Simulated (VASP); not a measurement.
# Eu (Im-3m) in VASP: further runs, part 2 of 2

VASP 6.6.1.

### Step 3. Single point, PBE, collinear spin, typed start

INCAR

```
SYSTEM = Eu
  PREC = Accurate
  ENCUT = 520
  EDIFF = 1E-6
  ISMEAR = -1
  SIGMA = 0.05
  LREAL = .FALSE.
  LASPH = .TRUE.
  NELM = 150
  ALGO = Normal
  ISIF = 2
  LWAVE = .FALSE.
  LCHARG = .TRUE.
  ISPIN = 2
  MAGMOM = 7 -7
  LORBIT = 11
  LMAXMIX = 6
  GGA = PE
  LELF = .TRUE.
  LVHAR = .TRUE.
  NBANDS = 28
```

KPOINTS

```
Automatic mesh
0
G
  7 7 7
  0 0 0
```

POSCAR

```
Eu
1.0
    4.6060000000      0.0000000000      0.0000000000
    0.0000000000      4.6060000000      0.0000000000
    0.0000000000      0.0000000000      4.6060000000
Eu
2
Direct
    0.0000000000      0.0000000000      0.0000000000
    0.5000000000      0.5000000000      0.5000000000
```

Potentials or basis: VASP PAW PBE potentials, release 64 (Eu).

Run with:

```
cat potpaw_PBE.64/Eu/POTCAR > POTCAR
mpirun -np 1 vasp_std > vasp.out
```

OUTCAR:

```text
SYSTEM = Eu
   PREC = Accurate
   ENCUT = 520
   EDIFF = 1E-6
   ISMEAR = -1
   LREAL = .FALSE.
   LASPH = .TRUE.
   NELM = 150
   ISIF = 2
   ISPIN = 2
   LORBIT = 11
   GGA = PE

 ion  position               nearest neighbor table
   1  0.000  0.000  0.000-
   2  0.500  0.500  0.500-

  LATTYP: Found a simple cubic cell.
 ALAT       =     4.6060000000

  Lattice vectors:

 A1 = (   4.6060000000,   0.0000000000,   0.0000000000)
 A2 = (   0.0000000000,   4.6060000000,   0.0000000000)
 A3 = (   0.0000000000,   0.0000000000,   4.6060000000)

Analysis of symmetry for initial positions (statically):
=====================================================================
 Subroutine PRICEL returns following result:

  LATTYP: Found a body centered cubic cell.
 ALAT       =     4.6060000000
[... 12 lines left out ...]
 Subroutine GETGRP returns: Found 48 space group operations
 (whereof 48 operations were pure point group operations)
 out of a pool of 48 trial point group operations.

The static configuration has the point symmetry O_h .

Analysis of symmetry for dynamics (positions and initial velocities):
=====================================================================
 Subroutine PRICEL returns following result:

  LATTYP: Found a body centered cubic cell.
 ALAT       =     4.6060000000
[... 12 lines left out ...]
 Subroutine GETGRP returns: Found 48 space group operations
 (whereof 48 operations were pure point group operations)
 out of a pool of 48 trial point group operations.

The dynamic configuration has the point symmetry O_h .

Analysis of structural, dynamic, and magnetic symmetry:
=====================================================================
 Subroutine PRICEL returns following result:

  LATTYP: Found a body centered cubic cell.
[... 152 lines left out ...]
 Free energy of the ion-electron system (eV)
  ---------------------------------------------------
  ext. energy  EPLUGINS =         0.00000000
  ---------------------------------------------------
  free energy    TOTEN  =       -22.73343300 eV

  energy without entropy =      -22.70922063  energy(sigma->0) =      -22.72132681

 E-fermi :   1.5549     XC(G=0):  -8.2506

 val. band max:        1.4331461346   @ k =   0.1429   0.1429   0.1429
 cond. band min:       1.6169299193   @ k =   0.4286   0.4286   0.4286
 fundamental gap:      0.1837837847
 Fermi energy:         1.5548918377

 spin component 1

 k-point     1 :       0.0000    0.0000    0.0000
  band No.  band energies     occupation
      1     -40.0992      1.00000
      2     -36.9808      1.00000
      3     -18.8734      1.00000
      4     -18.8734      1.00000
      5     -18.8734      1.00000
      6     -16.6054      1.00000
[... 609 lines left out ...]
     27       6.0196      0.00000
     28       6.0538      0.00000
 Fermi energy:         1.5548918377

 spin component 2

 k-point     1 :       0.0000    0.0000    0.0000
  band No.  band energies     occupation
      1     -40.0992      1.00000
      2     -36.9808      1.00000
      3     -18.8734      1.00000
      4     -18.8734      1.00000
      5     -18.8734      1.00000
      6     -16.6054      1.00000
[... 609 lines left out ...]
     27       5.9429      0.00000
     28       6.0521      0.00000

------------------------ aborting loop because EDIFF is reached ----------------------------------------

  FORCE on cell =-STRESS in cart. coord.  units (eV):
  Direction    XX          YY          ZZ          XY          YZ          ZX
  --------------------------------------------------------------------------------------
  -------------------------------------------------------------------------------------
  Total       -1.0867908     -1.0867908     -1.0867908      0.0000000     -0.0000000      0.0000000
  in kB      -17.8190583    -17.8190583    -17.8190583      0.0000000     -0.0000000      0.0000000
  external PRESSURE =     -17.8190583 kB  Pullay stress =       0.0000000 kB

 VOLUME and BASIS-vectors are now :
 -----------------------------------------------------------------------------
  energy-cutoff  :      520.00
  volume of cell :       97.72
      direct lattice vectors                 reciprocal lattice vectors
     4.606000000  0.000000000  0.000000000     0.217108120  0.000000000  0.000000000
     0.000000000  4.606000000  0.000000000     0.000000000  0.217108120  0.000000000
     0.000000000  0.000000000  4.606000000     0.000000000  0.000000000  0.217108120

 POSITION                                       TOTAL-FORCE (eV/Angst)
 -----------------------------------------------------------------------------------
      0.00000      0.00000      0.00000        -0.000000      0.000000     -0.000000
      2.30300      2.30300      2.30300         0.000000     -0.000000      0.000000
 -----------------------------------------------------------------------------------
    total drift:                                0.000000      0.000000      0.000000

  FREE ENERGIE OF THE ION-ELECTRON SYSTEM (eV)
  ---------------------------------------------------
  free  energy   TOTEN  =       -22.7334329955 eV

  energy  without entropy=      -22.7092206308  energy(sigma->0) =      -22.72132681

 total charge

# of ion       s       p       d       f       tot
--------------------------------------------------
    1        2.081   5.720   0.224   6.700  14.724
    2        2.081   5.720   0.224   6.700  14.724
--------------------------------------------------
tot          4.163  11.439   0.447  13.399  29.448

 magnetization (x)

# of ion       s       p       d       f       tot
--------------------------------------------------
    1       -0.000  -0.114   0.055   6.696   6.638
    2        0.000   0.114  -0.055  -6.696  -6.638
--------------------------------------------------
tot          0.000   0.000   0.000   0.000   0.000
```

OSZICAR:

```text
N       E                     dE             d eps       ncg     rms          rms(c)
DAV:   1     0.297130478617E+03    0.29713E+03   -0.11762E+04  2844   0.491E+03
DAV:   2     0.684033657784E+02   -0.22873E+03   -0.19716E+03  3064   0.368E+02
[... 13 lines left out ...]
DAV:  16    -0.227334346444E+02   -0.40133E-04   -0.57739E-04  4048   0.144E-01    0.349E-01
DAV:  17    -0.227334390821E+02   -0.44377E-05   -0.13621E-04  4180   0.122E-01    0.102E-01
DAV:  18    -0.227334341564E+02    0.49257E-05   -0.42487E-05  3976   0.804E-02    0.427E-02
DAV:  19    -0.227334316089E+02    0.25474E-05   -0.20645E-05  4204   0.758E-02    0.147E-02
DAV:  20    -0.227334333321E+02   -0.17231E-05   -0.95190E-06  3288   0.367E-02    0.173E-02
DAV:  21    -0.227334329955E+02    0.33660E-06   -0.82943E-06  3460   0.463E-02
   1 F= -.22733433E+02 E0= -.22721327E+02  d E =-.242124E-01  mag=     0.0000
```

stdout:

```text
POSCAR found type information on POSCAR Eu
 POSCAR found :  1 types and       2 ions
 scaLAPACK will be used
 LDA part: xc-table for (Slater+PW92), standard interpolation
 POSCAR, INCAR and KPOINTS ok, starting setup
 FFT: planning ... GRIDC
 FFT: planning ... GRID_SOFT
 FFT: planning ... GRID
 WAVECAR not read
 entering main loop
```

It took 81 s on 1 thread of Intel Xeon 6975P-C (Granite Rapids), shared host; peak memory 0.29 GiB.

What came out:

| Item | Value |
| --- | --- |
| Free energy | -22.7334 eV |
| Pressure | -1.8 GPa |
| Band gap on the k mesh | none (metal or under the smearing width) |
| Net moment | 0.00 μB per cell |
| Site moments | Eu +6.64, -6.64 μB |
| Valence electrons inside the program's atomic spheres | Eu 14.72 |

Caveat: spin-orbit coupling is left out, which moves the levels of the heavy elements. The state reached can hang on the start; a lower one may exist.
